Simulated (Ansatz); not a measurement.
# YN: the cost of one run

Method: DFT r²SCAN, frozen-core PAW, scalar-relativistic unless said, in Ansatz 0.2.0.

### 1 The starting structure

The structure is cubic, space group Fm-3m (No. 225). The conventional cell has a = 4.877 Å, b = 4.877 Å, c = 4.877 Å, α = 90.00°, β = 90.00°, γ = 90.00°. Y (site symmetry m-3m) is surrounded by 6 N at 2.44 Å. Around N (site symmetry m-3m) lie 6 Y at 2.44 Å.

Structure file:

```xyz
2
Lattice="2.4385 2.4385 0.0000 -2.4385 2.4385 0.0000 0.0000 2.4385 2.4385" Properties=species:S:1:pos:R:3 pbc="T T T"
Y     0.0000    0.0000    0.0000
N     0.0000    2.4385    0.0000
```

Cartesian axes are those of the input's lattice vectors. The structure goes back to a database entry.

### 2 Cell and atoms relaxed, PAW

Contents of input.yaml:

```yaml
crystal:
  lattice:
    - [2.4385, 2.4385, 0.0]
    - [-2.4385, 2.4385, 0.0]
    - [0.0, 2.4385, 2.4385]
  atoms:
    - { symbol: "Y", position: [0.0, 0.0, 0.0] }
    - { symbol: "N", position: [0.5, 0.5, 0.0] }
kpoints:
  mp_grid: { grid: [12, 12, 12] }
scf:
  occupations: { method: fermi_dirac, width: 0.1 }
hamiltonian:
  xc: r2scan
  pseudopotentials: { kind: paw }
relax:
  f_tol: 0.002
  max_steps: 80
  cell: {}
output:
  forces: true
  stress: true
```

The run is started by

```
$ ansatz run input.yaml --threads 1 --pin off --max-ram 3072MiB --backend cpu --events-out ev --progress --plain --runs-dir out
```

**Question.** How long does this run take on 1 thread of Intel Xeon 6975P-C (Granite Rapids), shared host, and how much memory does it need?

About 6.4 s, with a peak of 0.46 GiB.
